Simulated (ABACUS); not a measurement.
Write an ASE script for ABACUS 3.10.1 that does the following.

| Property | Result |
| --- | --- |
| Task | single point |
| Functional | PBEsol |
| Potentials or basis | SG15 ONCV 1.2 PBE |
| Cutoff | 1361 eV |
| Density cutoff | 5442 eV |
| Basis | DZP LCAO (the cutoffs set its grid) |
| k mesh | 7 × 7 × 7 |
| Occupations | fermi-dirac, width 0.05 eV |
| Spin | collinear spin, ferromagnetic start |
| Starting moments | [4.0, 0.0] μB |
| Radial cutoff of the potentials (pseudo_rcut) | 7 bohr |
| Orbital files | Mn Mn_confined-atom_7au_3s2p2d1f.orb, O O_confined-atom_6au_2s2p1d.orb |
| SCF threshold on the density | 1e-07 |
| Max SCF steps | 100 |
| Eigensolver | genelpa |
| Mixing | broyden |
| Mixing share | 0.4 |
| Symmetry key | 1 |

The structure of MnO lies in MnO.cif:

```cif
data_MnO
_cell_length_a 4.44781541
_cell_length_b 4.44781541
_cell_length_c 4.44781541
_cell_angle_alpha 90.00000000
_cell_angle_beta 90.00000000
_cell_angle_gamma 90.00000000
_space_group_name_H-M_alt 'Fm-3m'
_space_group_name_Hall '-F 4 2 3'
_space_group_IT_number 225
loop_
_space_group_symop_operation_xyz
'x,y,z'
'-x,-y,-z'
'-y,x,z'
'y,-x,-z'
'-x,-y,z'
'x,y,-z'
'y,-x,z'
'-y,x,-z'
'x,-y,-z'
'-x,y,z'
'-y,-x,-z'
'y,x,z'
'-x,y,-z'
'x,-y,z'
'y,x,-z'
'-y,-x,z'
'z,x,y'
'-z,-x,-y'
'z,-y,x'
'-z,y,-x'
'z,-x,-y'
'-z,x,y'
'z,y,-x'
'-z,-y,x'
'-z,x,-y'
'z,-x,y'
'-z,-y,-x'
'z,y,x'
'-z,-x,y'
'z,x,-y'
'-z,y,x'
'z,-y,-x'
'y,z,x'
'-y,-z,-x'
'x,z,-y'
'-x,-z,y'
'-y,z,-x'
'y,-z,x'
'-x,z,y'
'x,-z,-y'
'-y,-z,x'
'y,z,-x'
'-x,-z,-y'
'x,z,y'
'y,-z,-x'
'-y,z,x'
'x,-z,y'
'-x,z,-y'
'x,y+1/2,z+1/2'
'-x,-y+1/2,-z+1/2'
'-y,x+1/2,z+1/2'
'y,-x+1/2,-z+1/2'
'-x,-y+1/2,z+1/2'
'x,y+1/2,-z+1/2'
'y,-x+1/2,z+1/2'
'-y,x+1/2,-z+1/2'
'x,-y+1/2,-z+1/2'
'-x,y+1/2,z+1/2'
'-y,-x+1/2,-z+1/2'
'y,x+1/2,z+1/2'
'-x,y+1/2,-z+1/2'
'x,-y+1/2,z+1/2'
'y,x+1/2,-z+1/2'
'-y,-x+1/2,z+1/2'
'z,x+1/2,y+1/2'
'-z,-x+1/2,-y+1/2'
'z,-y+1/2,x+1/2'
'-z,y+1/2,-x+1/2'
'z,-x+1/2,-y+1/2'
'-z,x+1/2,y+1/2'
'z,y+1/2,-x+1/2'
'-z,-y+1/2,x+1/2'
'-z,x+1/2,-y+1/2'
'z,-x+1/2,y+1/2'
'-z,-y+1/2,-x+1/2'
'z,y+1/2,x+1/2'
'-z,-x+1/2,y+1/2'
'z,x+1/2,-y+1/2'
'-z,y+1/2,x+1/2'
'z,-y+1/2,-x+1/2'
'y,z+1/2,x+1/2'
'-y,-z+1/2,-x+1/2'
'x,z+1/2,-y+1/2'
'-x,-z+1/2,y+1/2'
'-y,z+1/2,-x+1/2'
'y,-z+1/2,x+1/2'
'-x,z+1/2,y+1/2'
'x,-z+1/2,-y+1/2'
'-y,-z+1/2,x+1/2'
'y,z+1/2,-x+1/2'
'-x,-z+1/2,-y+1/2'
'x,z+1/2,y+1/2'
'y,-z+1/2,-x+1/2'
'-y,z+1/2,x+1/2'
'x,-z+1/2,y+1/2'
'-x,z+1/2,-y+1/2'
'x+1/2,y,z+1/2'
'-x+1/2,-y,-z+1/2'
'-y+1/2,x,z+1/2'
'y+1/2,-x,-z+1/2'
'-x+1/2,-y,z+1/2'
'x+1/2,y,-z+1/2'
'y+1/2,-x,z+1/2'
'-y+1/2,x,-z+1/2'
'x+1/2,-y,-z+1/2'
'-x+1/2,y,z+1/2'
'-y+1/2,-x,-z+1/2'
'y+1/2,x,z+1/2'
'-x+1/2,y,-z+1/2'
'x+1/2,-y,z+1/2'
'y+1/2,x,-z+1/2'
'-y+1/2,-x,z+1/2'
'z+1/2,x,y+1/2'
'-z+1/2,-x,-y+1/2'
'z+1/2,-y,x+1/2'
'-z+1/2,y,-x+1/2'
'z+1/2,-x,-y+1/2'
'-z+1/2,x,y+1/2'
'z+1/2,y,-x+1/2'
'-z+1/2,-y,x+1/2'
'-z+1/2,x,-y+1/2'
'z+1/2,-x,y+1/2'
'-z+1/2,-y,-x+1/2'
'z+1/2,y,x+1/2'
'-z+1/2,-x,y+1/2'
'z+1/2,x,-y+1/2'
'-z+1/2,y,x+1/2'
'z+1/2,-y,-x+1/2'
'y+1/2,z,x+1/2'
'-y+1/2,-z,-x+1/2'
'x+1/2,z,-y+1/2'
'-x+1/2,-z,y+1/2'
'-y+1/2,z,-x+1/2'
'y+1/2,-z,x+1/2'
'-x+1/2,z,y+1/2'
'x+1/2,-z,-y+1/2'
'-y+1/2,-z,x+1/2'
'y+1/2,z,-x+1/2'
'-x+1/2,-z,-y+1/2'
'x+1/2,z,y+1/2'
'y+1/2,-z,-x+1/2'
'-y+1/2,z,x+1/2'
'x+1/2,-z,y+1/2'
'-x+1/2,z,-y+1/2'
'x+1/2,y+1/2,z'
'-x+1/2,-y+1/2,-z'
'-y+1/2,x+1/2,z'
'y+1/2,-x+1/2,-z'
'-x+1/2,-y+1/2,z'
'x+1/2,y+1/2,-z'
'y+1/2,-x+1/2,z'
'-y+1/2,x+1/2,-z'
'x+1/2,-y+1/2,-z'
'-x+1/2,y+1/2,z'
'-y+1/2,-x+1/2,-z'
'y+1/2,x+1/2,z'
'-x+1/2,y+1/2,-z'
'x+1/2,-y+1/2,z'
'y+1/2,x+1/2,-z'
'-y+1/2,-x+1/2,z'
'z+1/2,x+1/2,y'
'-z+1/2,-x+1/2,-y'
'z+1/2,-y+1/2,x'
'-z+1/2,y+1/2,-x'
'z+1/2,-x+1/2,-y'
'-z+1/2,x+1/2,y'
'z+1/2,y+1/2,-x'
'-z+1/2,-y+1/2,x'
'-z+1/2,x+1/2,-y'
'z+1/2,-x+1/2,y'
'-z+1/2,-y+1/2,-x'
'z+1/2,y+1/2,x'
'-z+1/2,-x+1/2,y'
'z+1/2,x+1/2,-y'
'-z+1/2,y+1/2,x'
'z+1/2,-y+1/2,-x'
'y+1/2,z+1/2,x'
'-y+1/2,-z+1/2,-x'
'x+1/2,z+1/2,-y'
'-x+1/2,-z+1/2,y'
'-y+1/2,z+1/2,-x'
'y+1/2,-z+1/2,x'
'-x+1/2,z+1/2,y'
'x+1/2,-z+1/2,-y'
'-y+1/2,-z+1/2,x'
'y+1/2,z+1/2,-x'
'-x+1/2,-z+1/2,-y'
'x+1/2,z+1/2,y'
'y+1/2,-z+1/2,-x'
'-y+1/2,z+1/2,x'
'x+1/2,-z+1/2,y'
'-x+1/2,z+1/2,-y'
loop_
_atom_site_label
_atom_site_type_symbol
_atom_site_symmetry_multiplicity
_atom_site_Wyckoff_symbol
_atom_site_fract_x
_atom_site_fract_y
_atom_site_fract_z
_atom_site_occupancy
Mn1 Mn 4 a 0.0000000000 0.0000000000 0.0000000000 1
O1 O 4 b 0.5000000000 0.0000000000 0.0000000000 1
```

The cell is a database's computed one.

The input as run:

run_abacus.py

```python
"""ABACUS run from a structure file: ASE reads it, the script writes STRU, KPT and INPUT."""
import re
import subprocess
import spglib
from ase import Atoms
from ase.io import read
from ase.units import Bohr

atoms = read("MnO.cif")
cell, frac, numbers = spglib.standardize_cell((atoms.cell[:], atoms.get_scaled_positions(), atoms.numbers), to_primitive=True, symprec=1e-4)
atoms = Atoms(numbers=numbers, cell=cell, scaled_positions=frac, pbc=True)  # the primitive cell
atoms = atoms[(-atoms.numbers).argsort(kind="stable")]  # ABACUS lists atoms element by element
pseudo = {'Mn': 'Mn_ONCV_PBE-1.2.upf', 'O': 'O_ONCV_PBE-1.2.upf'}
orbital = {'Mn': 'Mn_confined-atom_7au_3s2p2d1f.orb', 'O': 'O_confined-atom_6au_2s2p1d.orb'}
magmoms = [4.0, 0.0]
kmesh = [7, 7, 7]
params = {
    'suffix': 'MnO',
    'calculation': 'scf',
    'basis_type': 'lcao',
    'pseudo_dir': './',
    'orbital_dir': './',
    'symmetry': 1,
    'dft_functional': 'pbesol',
    'ecutwfc': 100,
    'pseudo_rcut': 7,
    'nspin': 2,
    'nbands': 23,
    'ks_solver': 'genelpa',
    'smearing_method': 'fd',
    'smearing_sigma': 0.00367493,
    'scf_thr': 1e-07,
    'scf_nmax': 100,
    'mixing_type': 'broyden',
    'mixing_beta': 0.4,
    'cal_force': 1,
    'cal_stress': 1,
    'out_mul': 1,
    'out_chg': 1,
    'out_pot': 2,
    'out_elf': 1,
}

symbols = atoms.get_chemical_symbols()
elements = list(dict.fromkeys(symbols))
lines = ["ATOMIC_SPECIES"] + [f"{e} {atoms.get_masses()[symbols.index(e)]:.4f} {pseudo[e]}" for e in elements]
if orbital:
    lines += ["", "NUMERICAL_ORBITAL"] + [orbital[e] for e in elements]
lines += ["", "LATTICE_CONSTANT", f"{1 / Bohr:.10f}", "", "LATTICE_VECTORS"]
lines += [" ".join(f"{x:.10f}" for x in v) for v in atoms.cell]
lines += ["", "ATOMIC_POSITIONS", "Direct"]
for e in elements:
    lines += ["", e, "0.0", str(symbols.count(e))]
    for i, p in enumerate(atoms.get_scaled_positions(wrap=False)):
        if symbols[i] == e:
            mag = "" if magmoms is None else " mag " + " ".join(str(x) for x in (magmoms[i] if isinstance(magmoms[i], list) else [magmoms[i]]))
            lines.append(" ".join(f"{x:.10f}" for x in p) + " 1 1 1" + mag)
open("STRU", "w").write("\n".join(lines) + "\n")
open("KPT", "w").write("K_POINTS\n0\nGamma\n%d %d %d 0 0 0\n" % tuple(kmesh))
open("INPUT", "w").write("INPUT_PARAMETERS\n" + "".join(f"{k:<20s}{v}\n" for k, v in params.items()))

done = subprocess.run(['mpirun', '-np', '4', 'abacus'])
if done.returncode:
    raise SystemExit(done.returncode)
log = open("OUT.MnO/running_scf.log").read()
print("final energy (eV):", re.findall(r"FINAL_ETOT_IS (\S+)", log))
```

Potentials or basis: SG15 ONCV 1.2 PBE, DZP LCAO (the cutoffs set its grid).

Run with:

```console
$ OMP_NUM_THREADS=1 python run_abacus.py > log
```

It gave:

```json
{
  "Pressure": "-4.7 GPa",
  "Band gap on the k mesh": "none (metal or under the smearing width)",
  "Net moment": "4.75 μB per cell",
  "Absolute moment": "4.75 μB per cell",
  "Site moments": "Mn +4.64; O +0.10 μB",
  "Mulliken charges": "Mn +0.44; O -0.44 e"
}
```

Caveat: the atomic orbitals were generated for these runs and aren't a published set; Mulliken charges move with the basis; the potentials were made for another functional, which shifts forces and pressure; the basis of atomic orbitals isn't converged, which shifts pressures, moduli and gaps; a cell with one magnetic atom can't hold antiferromagnetic order, which such compounds often take; semilocal functionals often make such compounds metallic where correlation or magnetic order opens a gap, which also shifts bond lengths.

Wall time 14 s on 4 MPI ranks on AMD EPYC 7R43 64-Core Processor (Zen 3), on a shared host, peak memory 0.4 GiB a rank.
